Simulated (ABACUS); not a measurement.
The system is MgS (Niningerite).

```
S Mg
1.0
    -2.60165    0.00000    2.60165
     0.00000    2.60165    2.60165
    -2.60165    2.60165    0.00000
S Mg
1 1
Direct
  0.50000 0.50000 0.50000
  0.00000 0.00000 0.00000
```

Base run:

- Program: ABACUS 3.10.1
- Functional: r2SCAN
- Potentials or basis: SG15 ONCV 1.2 PBE
- Cutoff: 1361 eV
- Density cutoff: 5442 eV
- Basis: DZP LCAO (the cutoffs set its grid)
- k mesh: 7 × 7 × 7
- Occupations: fermi-dirac, width 0.05 eV
- Spin: no spin polarisation

Its results: band gap on the k mesh 3.62 eV, indirect (least direct gap 4.54 eV); pressure 1.2 GPa.

The run is repeated on the same cell with these changes: functional from r2SCAN to PBE; k mesh from 7 × 7 × 7 to 8 × 8 × 8. What comes out?

Band gap on the k mesh 2.68 eV, indirect (least direct gap 3.72 eV); pressure 2.3 GPa.

Several settings changed at once, so the effect can't be laid on one alone.

Caveats: the atomic orbitals were generated for these runs and aren't a published set; the basis of atomic orbitals isn't converged, which shifts pressures, moduli and gaps; the potentials were made for another functional, which shifts forces and pressure (some runs); an odd mesh through Γ misses points on the zone boundary, where band edges often lie (some runs).

Not every run made on this cell is shown here.
